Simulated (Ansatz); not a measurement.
A run of Ansatz 0.2.0 is set up as follows.

input.yaml

```yaml
crystal:
  lattice:
    - [3.113, 0.0, 0.0]
    - [-1.5565, 2.695937082, 0.0]
    - [0.0, 0.0, 4.981]
  atoms:
    - { symbol: Al, position: [0.6666666667, 0.3333333333, 0.5] }
    - { symbol: Al, position: [0.3333333333, 0.6666666667, 0.0] }
    - { symbol: "N", position: [0.6666666667, 0.3333333333, 0.88] }
    - { symbol: "N", position: [0.3333333333, 0.6666666667, 0.38] }
hamiltonian:
  xc: revpbe
  pseudopotentials: { kind: paw }
  dispersion: d4
kpoints:
  mp_grid: { grid: [10, 10, 6] }
scf:
  occupations: { method: fermi_dirac, width: 0.05 }
output:
  forces: true
  stress: true
relax:
  f_tol: 0.01
  max_steps: 40
  cell: { stress_tol: 0.05 }
```

Potentials or basis: Ansatz PAW.

Launch:

```console
$ ansatz run input.yaml --threads 2 --pin off --max-ram 5632MiB --backend cpu --events-out ev --progress --plain --runs-dir out
```

Q: What does it give for the relaxed cell?

A: a = 3.094 Å, b = 3.094 Å, c = 4.952 Å, α = 90.00°, β = 90.00°, γ = 120.00°.

Q: Predict the space group after relaxing (to 0.05 Å).

A: P6_3mc (No. 186).

The path:
```csv
step,energy change (eV),largest force (eV/Å),volume (Å³)
1,0.0000,0.1250,41.80
2,-0.0076,0.0944,41.44
3,-0.0114,0.0276,41.06
4,-0.0114,0.0011,41.07
5,-0.0114,0.0003,41.08
6,-0.0096,0.0004,41.08
7,-0.0096,0.0000,41.06
8,-0.0096,0.0000,41.06
```

Caveat: the plane-wave basis is chosen anew once the cell has moved, so the energies of steps on either side of that aren't comparable; the PAW data sets come from PBE, with cores solved anew for the run's functional, which leaves a small shift of forces and pressure.
